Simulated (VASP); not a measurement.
# Nd (P6_3/mmc) in VASP: a series of runs

One crystal, Nd, is run at these levels: PBEsol; tasks: single point.

All numbers are computed with VASP 6.6.1; they aren't measurements. Logs are shortened: lines on timing, memory, paths and dates and some standing lists are left out, and cuts for length are marked.

### Step 1. Starting point

The structure is hexagonal, space group P6_3/mmc (No. 194). The conventional cell has a = 3.657 Å, b = 3.657 Å, c = 5.902 Å, α = 90.00°, β = 90.00°, γ = 120.00°. Nd (site symmetry -6m2) has 12 Nd at 3.63 to 3.66 Å as nearest neighbours.

This isn't the form of Nd at room conditions, which is double hcp.

### Step 2. Single point, PBEsol, collinear spin, ferromagnetic start

Contents of INCAR:

```
SYSTEM = Nd
  ADDGRID = .FALSE.
  ALGO = Normal
  EDIFF = 1E-6
  ENCUT = 550
  GGA = PS
  ISIF = 2
  ISMEAR = 1
  ISPIN = 2
  LASPH = .TRUE.
  LCHARG = .FALSE.
  LMAXMIX = 6
  LORBIT = 11
  LREAL = .FALSE.
  LWAVE = .FALSE.
  MAGMOM = 3 3
  NBANDS = 25
  NELM = 100
  PREC = Accurate
  SIGMA = 0.2
```

Contents of KPOINTS:

```
k-points
0
G
  3 3 2
  0 0 0
```

Contents of POSCAR:

```
Nd
1.0
    3.6570000000      0.0000000000      0.0000000000
   -1.8285000000      3.1670549016      0.0000000000
    0.0000000000      0.0000000000      5.9020000000
Nd
2
Direct
    0.6666666667      0.3333333333      0.7500000000
    0.3333333333      0.6666666667      0.2500000000
```

Potentials or basis: VASP PAW PBE potentials, release 64 (Nd).

Command:

```
$ cat potpaw_PBE.64/Nd/POTCAR > POTCAR
$ mpirun -np 1 vasp_std > vasp.out
```

OUTCAR:

```text
SYSTEM = Nd
   EDIFF = 1E-6
   ENCUT = 550
   GGA = PS
   ISIF = 2
   ISMEAR = 1
   ISPIN = 2
   LASPH = .TRUE.
   LORBIT = 11
   LREAL = .FALSE.
   NELM = 100
   PREC = Accurate

 Found      6 irreducible k-points:

 Following reciprocal coordinates:
            Coordinates               Weight
  0.000000  0.000000  0.000000      1.000000
  0.333333  0.000000  0.000000      6.000000
  0.333333  0.333333  0.000000      2.000000
  0.000000  0.000000  0.500000      1.000000
  0.333333  0.000000  0.500000      6.000000
  0.333333  0.333333  0.500000      2.000000
   k-points           NKPTS =      6   k-points in BZ     NKDIM =      6   number of bands    NBANDS=     25
   number of dos      NEDOS =    301   number of ions     NIONS =      2
   total plane-waves  NPLWV =  37632
   dimension x,y,z NGX =    28 NGY =   28 NGZ =   48
   dimension x,y,z NGXF=    56 NGYF=   56 NGZF=   96
   ions per type =               2
   NGX,Y,Z   is equivalent  to a cutoff of  12.73, 12.73, 13.52 a.u.
   NGXF,Y,Z  is equivalent  to a cutoff of  25.46, 25.46, 27.04 a.u.
 SYSTEM =  Nd
   PREC   = accura    normal or accurate (medium, high low for compatibility)
   ISTART =      0    job   : 0-new  1-cont  2-samecut
   ICHARG =      2    charge: 1-file 2-atom 10-const
   ISPIN  =      2    spin polarized calculation?
   LNONCOLLINEAR =      F non collinear calculations
   LSORBIT =      F    spin-orbit coupling
   LASPH  =      T    aspherical Exc in radial PAW
   ENCUT  =  550.0 eV  40.42 Ry    6.36 a.u.   6.99  6.99 11.29*2*pi/ulx,y,z
   NELM   =    100;   NELMIN=  2; NELMDL= -5     # of ELM steps
   EDIFF  = 0.1E-05   stopping-criterion for ELM
   LREAL  =      F    real-space projection
   EDIFFG = 0.1E-04   stopping-criterion for IOM
   NSW    =      0    number of steps for IOM
   IBRION =     -1    ionic relax: 0-MD 1-quasi-New 2-CG
   NFREE  =      0    steps in history (QN), initial steepest desc. (CG)
   ISIF   =      2    stress and relaxation
   ISYM   =      2    0-nonsym 1-usesym 2-fastsym
   POTIM  = 0.5000    time-step for ionic-motion
   TEBEG  =    0.0;   TEEND  =   0.0 temperature during run
   PSTRESS=    0.0 pullay stress
   NELECT =      28.0000    total number of electrons
   NUPDOWN=      -1.0000    fix difference up-down
   EMIN   =  10.00;   EMAX   =-10.00  energy-range for DOS
   EFERMI =   0.00;   METHOD = LEGACY
   ISMEAR =     1;   SIGMA  =   0.20  broadening in eV -4-tet -1-fermi 0-gaus
   EFERMI_NEDOS =   21; number of points for ismear=-14 and -15
   IALGO  =     38    algorithm
   IMIX   =      4    mixing-type and parameters
     AMIX     =   0.40;   BMIX     =  1.00
     AMIX_MAG =   1.60;   BMIX_MAG =  1.00
  volume/ion in A,a.u.               =      34.18       230.65
  Fermi-wavevector in a.u.,A,eV,Ry     =   1.215815  2.297558 20.112224  1.478207
  Thomas-Fermi vector in A             =   2.351190
   LORBIT       =     11    0 simple, 1 ext, 2 COOP (PROOUT), +10 PAW based schemes
   GGA     = PS    functional components
   LHFCALC =     F    Hartree Fock is set to
   AEXX    =    0.0000 exact exchange contribution
   IVDW    =     0    specifies the selected vdW correction
   LEPSILON=     F    determine dielectric tensor
   LRPA    =     F    only Hartree local field effects (RPA)
 spin polarized calculation
 Methfessel and Paxton  Order N= 1 SIGMA  =   0.20
  energy-cutoff  :      550.00
  volume of cell :       68.36
 maximum number of plane-waves:      2016
 NGX is ok and might be reduce to    28
   NGX = 13   NGY = 13   NGZ = 23

 number of electron      28.0000006 magnetization       8.6303547

 Free energy of the ion-electron system (eV)
  ---------------------------------------------------
  ext. energy  EPLUGINS =         0.00000000
  ---------------------------------------------------
  free energy    TOTEN  =       -13.56033482 eV

  energy without entropy =      -13.58994669  energy(sigma->0) =      -13.57020544

 E-fermi :   4.6016     XC(G=0): -10.0035

 val. band max:        4.5795096899   @ k =   0.3333   0.0000   0.0000
 cond. band min:       4.6408767435   @ k =   0.3333   0.0000   0.5000
 fundamental gap:      0.0613670536
 Fermi energy:         4.6015885615

 spin component 1

 k-point     1 :       0.0000    0.0000    0.0000
  band No.  band energies     occupation
      1     -32.7610      1.00000
      2     -32.6092      1.00000
      3     -14.6228      1.00000
      4     -13.5665      1.00000
      5     -13.5665      1.00000
      6     -13.4013      1.00000
[... 17 lines left out ...]
     24       5.0504     -0.00336
     25       6.1887     -0.00000
[... 116 lines left out ...]
      2     -32.5826      1.00000
      3     -14.3687      1.00000
      4     -14.3687      1.00000
      5     -14.1074      1.00000
      6     -14.1074      1.00000
[... 17 lines left out ...]
     24       5.1089     -0.00098
     25       5.1092     -0.00098
 Fermi energy:         4.6015885615

 spin component 2

 k-point     1 :       0.0000    0.0000    0.0000
  band No.  band energies     occupation
      1     -31.0738      1.00000
      2     -30.9114      1.00000
      3     -13.2336      1.00000
      4     -12.2065      1.00000
      5     -12.2065      1.00000
      6     -12.0364      1.00000
[... 17 lines left out ...]
     24       7.5813     -0.00000
     25       7.5971     -0.00000
[... 117 lines left out ...]
      3     -13.0234      1.00000
      4     -13.0234      1.00000
      5     -12.7936      1.00000
      6     -12.7936      1.00000
[... 17 lines left out ...]
     24       7.1274     -0.00000
     25       7.1504     -0.00000

------------------------ aborting loop because EDIFF is reached ----------------------------------------

  FORCE on cell =-STRESS in cart. coord.  units (eV):
  Direction    XX          YY          ZZ          XY          YZ          ZX
  --------------------------------------------------------------------------------------
  -------------------------------------------------------------------------------------
  Total       -1.4222136     -1.4222136     -1.4407725     -0.0000000      0.0000000      0.0000000
  in kB      -33.3346308    -33.3346308    -33.7696256     -0.0000000      0.0000000      0.0000000
  external PRESSURE =     -33.4796291 kB  Pullay stress =       0.0000000 kB

 VOLUME and BASIS-vectors are now :
 -----------------------------------------------------------------------------
  energy-cutoff  :      550.00
  volume of cell :       68.36
      direct lattice vectors                 reciprocal lattice vectors
     3.657000000  0.000000000  0.000000000     0.273448182  0.157875381  0.000000000
    -1.828500000  3.167054902  0.000000000     0.000000000  0.315750762  0.000000000
     0.000000000  0.000000000  5.902000000     0.000000000  0.000000000  0.169434090

 POSITION                                       TOTAL-FORCE (eV/Angst)
 -----------------------------------------------------------------------------------
      1.82850      1.05568      4.42650        -0.000000      0.000000      0.000000
     -0.00000      2.11137      1.47550         0.000000      0.000000      0.000000
 -----------------------------------------------------------------------------------
    total drift:                               -0.000000      0.000000     -0.000000

  FREE ENERGIE OF THE ION-ELECTRON SYSTEM (eV)
  ---------------------------------------------------
  free  energy   TOTEN  =       -13.5603348174 eV

  energy  without entropy=      -13.5899466897  energy(sigma->0) =      -13.57020544

 total charge

# of ion       s       p       d       f       tot
--------------------------------------------------
    1        2.016   5.341   0.557   3.286  11.200
    2        2.016   5.341   0.557   3.286  11.200
--------------------------------------------------
tot          4.032  10.682   1.114   6.571  22.399

 magnetization (x)

# of ion       s       p       d       f       tot
--------------------------------------------------
    1        0.000  -0.077   0.246   3.266   3.434
    2        0.000  -0.077   0.246   3.266   3.434
--------------------------------------------------
tot          0.001  -0.155   0.491   6.532   6.869
```

stdout:

```text
POSCAR found type information on POSCAR Nd
 POSCAR found :  1 types and       2 ions
 scaLAPACK will be used
 -----------------------------------------------------------------------------
|                                                                             |
|                                                                             |
|     You enforced a specific xc type in the INCAR file but a different       |
|     I HOPE YOU KNOW WHAT YOU ARE DOING!                                     |
|                                                                             |
 -----------------------------------------------------------------------------

 LDA part: xc-table for (Slater+PW92), standard interpolation
 POSCAR, INCAR and KPOINTS ok, starting setup
 FFT: planning ... GRIDC
 FFT: planning ... GRID_SOFT
 FFT: planning ... GRID
 WAVECAR not read
 entering main loop
```

Wall time 45 s (1 thread of Intel Xeon 6975P-C (Granite Rapids), shared host); peak memory 0.21 GiB.

The run converged, but some of its settings lie outside the range that counts as converged, so its numbers aren't taken as properties of the crystal.

Results:

```
Free energy                                           : -13.5603 eV
Pressure                                              : -3.3 GPa
Band gap on the k mesh                                : none (metal or under the smearing width)
Net moment                                            : 8.63 μB per cell
Site moments                                          : Nd +3.43 μB
Valence electrons inside the program's atomic spheres : Nd 11.20
```

Caveat: the k mesh is coarse (spacing up to 0.66 Å⁻¹), so the values aren't converged; the magnetic or orbital state may not be the lowest; the PAW data sets were made with another functional, which shifts forces and pressure a little; spin-orbit coupling is left out, which moves the levels of the heavy elements.

### Step 3. Single point, PBEsol, collinear spin, ferromagnetic start

INCAR is that of step 2.

KPOINTS is that of step 2.

Contents of POSCAR:

```
Nd
1.0
    3.6570000000      0.0000000000      0.0000000000
   -1.8285000000      3.1670549016      0.0000000000
    0.0000000000      0.0000000000      5.9020000000
Nd
2
Direct
    0.6610320000      0.3594110000      0.7523530000
    0.3385870000      0.6732530000      0.2642130000
```

Potentials or basis: VASP PAW PBE potentials, release 64 (Nd).

Command:

```
$ cat potpaw_PBE.64/Nd/POTCAR > POTCAR
$ mpirun -np 1 vasp_std > vasp.out
```

Wall time 1.9 min (1 thread of Intel Xeon 6975P-C (Granite Rapids), shared host); peak memory 0.23 GiB.

These settings aren't checked as converged: the numbers below hold their error.

What came out:

```
Free energy                                           : -13.5655 eV
Pressure                                              : -3.1 GPa
Largest force                                         : 0.063 eV/Å
Band gap on the k mesh                                : none (metal or under the smearing width)
Net moment                                            : 8.54 μB per cell
Site moments                                          : Nd +3.42 μB
Valence electrons inside the program's atomic spheres : Nd 11.20
```

Caveat: the k mesh is coarse (spacing up to 0.66 Å⁻¹), so the values aren't converged; the magnetic or orbital state may not be the lowest; the PAW data sets were made with another functional, which shifts forces and pressure a little; spin-orbit coupling is left out, which moves the levels of the heavy elements.
